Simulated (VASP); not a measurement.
VASP 6.6.1 run: CaF₂

INCAR

```
METAGGA = R2SCAN
NELM = 120
LREAL = .TRUE.
ISMEAR = 0
IBRION = -1
EDIFF = 1E-7
ISIF = 2
ALGO = Normal
SIGMA = 0.01
LWAVE = .FALSE.
NSW = 0
LCHARG = .FALSE.
LASPH = .TRUE.
NBANDS = 19
PREC = Accurate
ENCUT = 520
```

KPOINTS

```
KPOINTS created by Atomic Simulation Environment
0
Gamma
8 8 8
0 0 0
```

POSCAR

```
Ca F
 1.0000000000000000
     0.0000000000000000    2.7195929738512286    2.7195929738512286
     2.7195929738512286   -0.0000000000000000    2.7195929738512286
     2.7195929738512286    2.7195929738512286   -0.0000000000000000
 Ca  F
   1   2
Cartesian
 -0.0000000000000000 -0.0000000000000000  0.0000000000000000
  1.3597964869256143  1.3597964869256143  1.3597964869256143
  4.0793894607768433  4.0793894607768433  4.0793894607768433
```

The recommended PBE PAW datasets give the neutral cell 24 valence electrons.

Command

```
mpirun -np 1 vasp_std
```

Task: How does this run end, and what does it give?

Result: It converged. Results: gap between bands v and c on the k mesh 8.02 eV; least direct gap on the k mesh 8.28 eV; pressure -9.0 GPa. Band v is the last that the valence electrons fill when counted band by band, and c is the next.

OSZICAR

```
N       E                     dE             d eps       ncg     rms          rms(c)
DAV:   1     0.205158544307E+03    0.20516E+03   -0.13746E+04  1102   0.131E+03
DAV:   2    -0.219992834199E+02   -0.22716E+03   -0.22069E+03  1273   0.359E+02
DAV:   3    -0.333057674618E+02   -0.11306E+02   -0.11240E+02  1261   0.848E+01
DAV:   4    -0.337247876527E+02   -0.41902E+00   -0.41685E+00  1733   0.126E+01
DAV:   5    -0.337286783930E+02   -0.38907E-02   -0.38906E-02  1254   0.122E+00    0.702E+00
DAV:   6    -0.258820299578E+02    0.78466E+01   -0.26599E+00  1295   0.149E+01    0.302E+00
DAV:   7    -0.259080065377E+02   -0.25977E-01   -0.98759E-01  1294   0.706E+00    0.202E+00
DAV:   8    -0.259488775828E+02   -0.40871E-01   -0.53249E-01  1150   0.592E+00    0.141E+00
DAV:   9    -0.259090433990E+02    0.39834E-01   -0.20642E-01  1207   0.342E+00    0.108E-01
DAV:  10    -0.259091789526E+02   -0.13555E-03   -0.51528E-03  1266   0.736E-01    0.124E-01
DAV:  11    -0.259091729788E+02    0.59738E-05   -0.21944E-03  1162   0.358E-01    0.483E-02
DAV:  12    -0.259091293154E+02    0.43663E-04   -0.19048E-04  1276   0.110E-01    0.730E-03
DAV:  13    -0.259091272629E+02    0.20525E-05   -0.11139E-05  1237   0.271E-02    0.442E-03
DAV:  14    -0.259091270280E+02    0.23495E-06   -0.60199E-07  1371   0.647E-03    0.178E-03
DAV:  15    -0.259091268711E+02    0.15689E-06   -0.52013E-07  1192   0.520E-03    0.704E-04
DAV:  16    -0.259091268580E+02    0.13044E-07   -0.71137E-09   644   0.769E-04
   1 F= -.25909127E+02 E0= -.25909127E+02  d E =-.114867E-66
```

These settings aren't sound, so the numbers aren't properties of the crystal.

On sound settings r²SCAN gives a gap of 8.02 eV on its mesh and a pressure of 0.6 GPa for the intended cell.
